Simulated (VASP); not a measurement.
A run of VASP 6.6.1:

INCAR

```
SYSTEM = Zn
  PREC = Accurate
  ENCUT = 600
  EDIFF = 1E-7
  ISMEAR = -1
  SIGMA = 0.05
  LREAL = .FALSE.
  LASPH = .TRUE.
  NELM = 60
  ALGO = Normal
  ISIF = 3
  LWAVE = .FALSE.
  LCHARG = .FALSE.
  GGA = CA
  IBRION = 2
  NSW = 40
  EDIFFG = -0.005
  PSTRESS = 300
```

KPOINTS

```
regular mesh
0
G
  7 7 7
  0 0 0
```

File POSCAR:

```
Zn
1.0
    3.7711300000      0.0000000000      0.0000000000
    0.0000000000      3.7711300000      0.0000000000
    0.0000000000      0.0000000000      3.7711300000
Zn
3
Direct
    0.0000000000      0.5000000000      0.5000000000
    0.5000000000      0.0000000000      0.5000000000
    0.5000000000      0.5000000000      0.0000000000
```

Potentials or basis: VASP PAW LDA potentials, release 64 (Zn).

Command:

```sh
$ cat potpaw_LDA.64/Zn/POTCAR > POTCAR
$ mpirun -np 1 vasp_std > vasp.out
```

Hardware: 1 thread of Intel(R) Xeon(R) Platinum 8488C (Sapphire Rapids) (shared host).

Question: Estimate the wall time of this run.

Answer: It took 56 s on 1 thread of Intel(R) Xeon(R) Platinum 8488C (Sapphire Rapids), on a shared host, peak memory 0.16 GiB. Counts: scf iterations 59, k points 20, ion steps 7.
